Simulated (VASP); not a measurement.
AgCl: single point with PBE

The system is AgCl.

```
Ag Cl
1.0
     3.43397    0.00000    0.00000
     0.00000    3.43397    0.00000
     0.00000    0.00000    3.43397
Ag Cl
1 1
Direct
  0.00000 0.00000 0.00000
  0.50000 0.50000 0.50000
```

Measurements of this composition are mostly on another form, of space group No. 225.

```
Program             : VASP 6.6.1
Task                : single point
Functional          : PBE
Potentials or basis : VASP PAW PBE potentials, release 64 (Ag, Cl)
Cutoff              : 500 eV
k mesh              : 8 × 8 × 8
Occupations         : gaussian, width 0.1 eV
Spin                : no spin polarisation
```

```yaml
Pressure: -0.3 GPa
Band_gap_on_the_k_mesh: 0.57 eV, indirect (least direct gap 2.08 eV)
```

Levels at points of the mesh, in eV from the valence-band top:
| k point | band 7 | band 8 | band 9 | band 10 | band 11 | band 12 |
| --- | --- | --- | --- | --- | --- | --- |
| (0.00, 0.00, 0.00) | -1.50 | -1.50 | -1.50 | 0.57 | 9.44 | 9.44 |
| (0.50, 0.00, 0.00) | -1.42 | 0.00 | 0.00 | 4.91 | 5.51 | 9.43 |
| (0.50, 0.50, 0.00) | -2.06 | -1.48 | -0.88 | 2.81 | 8.93 | 8.93 |
| (0.50, 0.50, 0.50) | -0.17 | -0.17 | -0.17 | 4.80 | 4.80 | 4.80 |

Run time: 32 s on 1 thread of AMD EPYC 7R43 64-Core Processor (Zen 3), with other jobs on the host, peak memory 0.12 GiB.

A k mesh can miss the band edges.
